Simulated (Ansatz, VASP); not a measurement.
Ca: VASP beside Ansatz

Contents of INCAR:

```
  PREC = Accurate
  ENCUT = 520
  EDIFF = 1E-7
  ISMEAR = -1
  SIGMA = 0.1
  LREAL = False
  LASPH = True
  NELM = 100
  ALGO = Fast
  ISIF = 2
  LWAVE = False
  LCHARG = False
  GGA = CA
  NBANDS = 17
```

The input KPOINTS:

```
Automatic mesh
0
Gamma
  8 8 8
```

Contents of POSCAR:

```
Ca
1.0
    0.0000000000      3.9481291056      3.9481291056
    3.9481291056      0.0000000000      3.9481291056
    3.9481291056      3.9481291056      0.0000000000
Ca
2
Direct
    0.1250000000      0.1250000000      0.1250000000
    0.8750000000      0.8750000000      0.8750000000
```

Input for Ansatz:

```yaml
crystal:
  lattice:
    - [0.0, 3.9481291056, 3.9481291056]
    - [3.9481291056, 0.0, 3.9481291056]
    - [3.9481291056, 3.9481291056, 0.0]
  atoms:
    - { symbol: Ca, position: [0.125, 0.125, 0.125] }
    - { symbol: Ca, position: [0.875, 0.875, 0.875] }
hamiltonian:
  xc: lda
  pseudopotentials:
    kind: paw
    azcp:
      Ca: "pseudopotentials/Ca.paw.azcp"
basis:
  ecutwfc: 420
  fft_grid_basis: typed
kpoints:
  mp_grid: { grid: [8, 8, 8], shift: [0, 0, 0] }
magnetization:
  spin_polarized: false
scf:
  occupations: { method: fermi_dirac, width: 0.1 }
  lower_state_search: "off"
output:
  stress: true
  write_density: true
  write_potential: true
  elf: true
  volumetric_format: npy
```

Alike in both runs: task single point; functional LDA; k mesh 8 × 8 × 8; occupations fermi-dirac, width 0.1 eV; no spin polarisation.

|  | VASP | Ansatz |
| --- | --- | --- |
| version | VASP 6.6.1 | Ansatz 0.2.0 |
| potentials or method | VASP PAW LDA potentials, release 64 (Ca_sv) | plane waves (420 eV) with PAW, scalar-relativistic |
| plane-wave cutoff (eV) | 520 | 420 |
| valence electrons in the cell | 20 | 20 |

```csv
,VASP,Ansatz,Ansatz less VASP
pressure (GPa),0.6,0.6,+0.02
```

Ansatz warned: «pseudo_functional_mismatch».
